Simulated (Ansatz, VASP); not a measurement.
**One calculation of Tl, two programs**

INCAR

```
SYSTEM = Tl
PREC     = Accurate       ! precision mode
ENCUT    = 520            ! plane-wave cutoff, eV
EDIFF    = 1E-6           ! SCF threshold, eV
ISMEAR   = 0              ! smearing method
SIGMA    = 0.15           ! smearing width, eV
LREAL    = .False.        ! projectors in reciprocal space
LASPH    = .True.         ! aspherical terms in the spheres
NELM     = 100            ! most SCF steps
ALGO     = Normal         ! electronic algorithm
ISIF     = 2              ! what is computed and relaxed
LWAVE    = .False.        ! write WAVECAR
LCHARG   = .False.        ! write CHGCAR
GGA      = CA             ! functional
NBANDS   = 12             ! bands
```

File KPOINTS:

```
Automatic mesh
0
Gamma
  16 16 16
  0 0 0
```

File POSCAR:

```
Tl
1.0
    0.0000000000      2.3430241714      2.5279997638
    2.3430241714      0.0000000000      2.5279997638
    2.3430241714      2.3430241714      0.0000000000
Tl
1
Direct
    0.0000000000      0.0000000000      0.0000000000
```

Input for Ansatz:

```yaml
crystal:
  lattice:
    - [0.0, 2.3430241714, 2.5279997638]
    - [2.3430241714, 0.0, 2.5279997638]
    - [2.3430241714, 2.3430241714, 0.0]
  atoms:
    - { symbol: Tl, position: [0.0, 0.0, 0.0] }
basis:
  ecutwfc: 420
kpoints:
  mp_grid: { grid: [16, 16, 16] }
hamiltonian:
  xc: lda
scf:
  occupations: { method: gaussian, width: 0.15 }
output:
  forces: true
  stress: true
  eigenvalues: true
```

Change from the starting cell: strain -0.050 along x and y, +0.025 along z, atoms carried along.

Alike in both runs: task single point; functional LDA; k mesh 16 × 16 × 16; occupations gaussian, width 0.15 eV; no spin polarisation.

|  | VASP | Ansatz |
| --- | --- | --- |
| version | VASP 6.6.1 | Ansatz 0.2.0 |
| potentials or method | VASP PAW LDA potentials, release 64 (Tl_d) | scalar-relativistic, plane waves, PAW |
| plane-wave cutoff (eV) | 520 | 420 |
| valence electrons in the cell | 13 | 13 |

VASP gave:

| Quantity | Value |
| --- | --- |
| gap on the k mesh at the Fermi level (eV) | none |
| pressure (GPa) | -0.9 |
| largest component of the traceless stress (GPa) | 0.06 |

Task: What did Ansatz give for the same quantities?

Result: gap on the k mesh at the Fermi level (eV): none; pressure (GPa): -1.0; largest component of the traceless stress (GPa): 0.05.

A gap of «none» marks a metal or a gap that the smearing closes.

The runs have no spin-orbit coupling, so splittings on Tl are missing.
